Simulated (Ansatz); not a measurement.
Crystal: Ti.

```
Ti
1.0
     0.00000    2.03000    2.03000
     2.03000    0.00000    2.03000
     2.03000    2.03000    0.00000
Ti
1
Cartesian
  0.0000 0.0000 0.0000
```

This isn't the form of Ti at room conditions, which is hcp.

```yaml
Program: Ansatz 0.2.0
Task: relaxation of cell and atoms
Functional: r2SCAN
Potentials_or_basis: Ansatz PAW
Cutoff: "500 eV (not typed: the program's choice for these potentials)"
k_mesh: 11 × 11 × 11
Occupations: fermi-dirac, width 0.05 eV
Spin: no spin polarisation
```

At the start: volume 16.73 Å³/atom.

Question: How do energy, volume and symmetry change on relaxing?

Answer: It ends after 5 steps and the volume is 17.35 Å³/atom (+3.7 %); space group Fm-3m (No. 225, to 0.05 Å).

Step by step:
```
step  energy change (eV)  largest force (eV/Å)  volume (Å³)
   1              0.0000                0.0000        16.73
   2             -0.0028                0.0000        17.84
   3             -0.0076                0.0000        17.37
   4             -0.0076                0.0000        17.35
   5             -0.0080                0.0000        17.35
```

Final structure:
```yaml
crystal:
  lattice:
    - [0.00000, 2.05463, 2.05463]
    - [2.05463, 0.00000, 2.05463]
    - [2.05463, 2.05463, 0.00000]
  atoms:
    - { symbol: Ti, position: [0.00000, 0.00000, 0.00000] }
```

Caveat: the plane-wave basis is chosen anew once the cell has moved, so the energies of steps on either side of that aren't comparable; the PAW data sets come from PBE, with cores solved anew for the run's functional, which leaves a small shift of forces and pressure.
